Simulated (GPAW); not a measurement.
Crystal: TaS2.

```
Ta S
1.0
     3.35000    0.00000    0.00000
    -1.67500    2.90119    0.00000
     0.00000    0.00000    5.86000
Ta S
1 2
Direct
  0.00000 0.00000 0.00000
  0.66667 0.33333 0.75000
  0.33333 0.66667 0.25000
```

```yaml
Program: GPAW 26.7.0
Task: relaxation of cell and atoms
Functional: OLYP
Potentials_or_basis: PAW data sets generated in the run's folder for this functional
Cutoff: 600 eV
Basis: pw
k_mesh: 7 × 7 × 4
Occupations: fermi-dirac, width 0.05 eV
Spin: no spin polarisation
```

At the start: pressure 9.5 GPa; volume 18.98 Å³/atom.

**Question.** How do energy, volume and symmetry change on relaxing?

**Answer.** Over 16 steps the energy falls by 107.2 meV/atom and the volume is 27.83 Å³/atom (+46.6 %); space group P-3m1 (No. 164, to 0.05 Å).

Step by step:
```
step  energy change (eV)  largest force (eV/Å)  pressure (GPa)  volume (Å³)
   1              0.0000                0.8738            9.54        56.95
   2             -0.0642                0.3765            5.96        57.88
   3             -0.1056                0.2876            1.25        59.41
   4             -0.1114                0.3588            0.66        59.78
   5             -0.1476                0.5916           -1.70        62.31
   6             -0.1937                0.6204           -3.01        65.92
   7             -0.2528                0.3003           -2.68        71.66
   8             -0.2717                0.0628           -1.33        74.53
   9             -0.2777                0.1440           -0.78        74.48
  10             -0.2940                0.2836            0.91        73.30
  11             -0.3012                0.2399            1.14        73.37
  12             -0.3117                0.0802            0.80        75.10
  13             -0.3167                0.0146            0.38        77.46
  14             -0.3201                0.0168            0.14        80.60
  15             -0.3211                0.0124            0.05        82.42
  16             -0.3216                0.0035            0.01        83.49
```

Final structure:
```
Ta S
1.0
     3.39746    0.00000    0.00000
    -1.69873    2.94228    0.00000
     0.00000    0.00000    8.35199
Ta S
1 2
Cartesian
  0.0000 0.0000 0.0000
  1.6987 0.9808 6.8358
  0.0000 1.9615 1.5162
```

Caveat: later steps reuse the first step's grids; the volume moved by over 15 % at a fixed basis, so the end points are rough; this functional lacks dispersion, which binds the layers, so the pressure and a relaxed spacing across them are unreliable, and here the layers came unbound; the volume moved by +47 % from the deposited cell, more than functionals usually miss.
